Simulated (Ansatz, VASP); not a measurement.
One calculation of Be, two programs

```
CELL_PARAMETERS angstrom
-1.24940 1.24940 1.24940
1.24940 -1.24940 1.24940
1.24940 1.24940 -1.24940
ATOMIC_POSITIONS crystal
Be 0.00000 0.00000 0.00000
```

Alike in both runs: task relaxation of cell and atoms; functional PBE; k mesh 30 × 30 × 30; occupations gaussian, width 0.1 eV; no spin polarisation.

|  | VASP | Ansatz |
| --- | --- | --- |
| version | VASP 6.6.1 | Ansatz 0.2.0 |
| potentials or method | VASP PAW PBE potentials, release 64 (Be) | scalar-relativistic, plane waves, PAW |
| plane-wave cutoff (eV) | 600 | 420 |
| valence electrons in the cell | 2 | 2 |

VASP gave:

| Property | Result |
| --- | --- |
| gap on the k mesh at the Fermi level, each at its own relaxed structure (eV) | none |
| relaxed volume (Å³/atom) | 7.82 |
| relaxed cell length with the largest relative difference (Å) | 2.166 |

Q: What did Ansatz give for the same quantities?

A: gap on the k mesh at the Fermi level, each at its own relaxed structure (eV): none; relaxed volume (Å³/atom): 7.81; relaxed cell length with the largest relative difference (Å): 2.165.

A gap of «none» marks a metal or a gap that the smearing closes.
